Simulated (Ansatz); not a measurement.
# Al2GaAs3: the cell at several levels of theory

How does the equilibrium cell of Al2GaAs3, ordered on the zincblende lattice (I-4m2) with 6 atoms a cell depend on the functional? It is relaxed with PBE and r2SCAN. This is a trial cell built on a prototype, not taken from a measured structure, and it needn't be the compound's ground state.

The runs shown are made with Ansatz 0.2.0. PAW datasets, plane waves, zero pressure. These are computed values for a spin-unpolarised cell that may be hypothetical; none is a measurement.

### Step 1. The structure to begin with

This is the cell as the run starts from it, not yet at rest; its lengths are not the crystal's.

It is tetragonal, I-4m2 (No. 119); a = 3.851 Å, c = 16.337 Å in the conventional setting, 20.19 Å³ an atom. Near Al stand 4 As at 2.36 Å; near As stand 4 Al at 2.36 Å; near As stand 2 Ga at 2.36 Å and 2 Al at 2.36 Å; near Ga stand 4 As at 2.36 Å.

The structure in full:

```
CELL_PARAMETERS angstrom
-1.92533 1.92533 8.16847
1.92533 -1.92533 8.16847
1.92533 1.92533 -8.16847
ATOMIC_POSITIONS crystal
Al 0.83333 0.83333 0.00000
As 0.25000 0.75000 0.50000
Al 0.16667 0.16667 0.00000
As 0.58333 0.08333 0.50000
Ga 0.50000 0.50000 0.00000
As 0.91667 0.41667 0.50000
```

### Step 2. PBE: cell and atoms

Contents of input.yaml:

```yaml
crystal:
  lattice:
    - [-1.9253261544, 1.9253261544, 8.1684670785]
    - [1.9253261544, -1.9253261544, 8.1684670785]
    - [1.9253261544, 1.9253261544, -8.1684670785]
  atoms:
    - { symbol: Al, position: [0.8333333333, 0.8333333333, 0.0] }
    - { symbol: As, position: [0.25, 0.75, 0.5] }
    - { symbol: Al, position: [0.1666666667, 0.1666666667, 0.0] }
    - { symbol: As, position: [0.5833333333, 0.0833333333, 0.5] }
    - { symbol: Ga, position: [0.5, 0.5, 0.0] }
    - { symbol: As, position: [0.9166666667, 0.4166666667, 0.5] }
kpoints:
  mp_grid: { grid: [8, 8, 8] }
hamiltonian:
  xc: pbe
scf:
  occupations: { method: fermi_dirac, width: 0.02 }
relax:
  f_tol: 0.005
  cell: {}
```

Started as:

```sh
ansatz run input.yaml --threads 4 --pin off --max-ram 6451MiB --backend cpu --events-out ev --progress --plain --runs-dir out
```

The runs that follow: Relaxation with r2SCAN.

Before running it: what results should come out? Wanted: for each run, a; c; volume; space group; SCF geometries.

**Answer**, as computed:

| level | a (Å) | c (Å) | volume (Å³/atom) | space group | SCF geometries |
| --- | --- | --- | --- | --- | --- |
| PBE | 4.057 | 17.188 | 23.569 | I-4m2 | 7 |
| r2SCAN | 4.014 | 17.012 | 22.845 | I-4m2 | 5 |

In words: From the start to the first minimum the volume moved by +16.8 %. The volume runs from r2SCAN (least) to PBE (most), a spread of 3.2 %, or 1.0 % in length if all axes shared it alike.
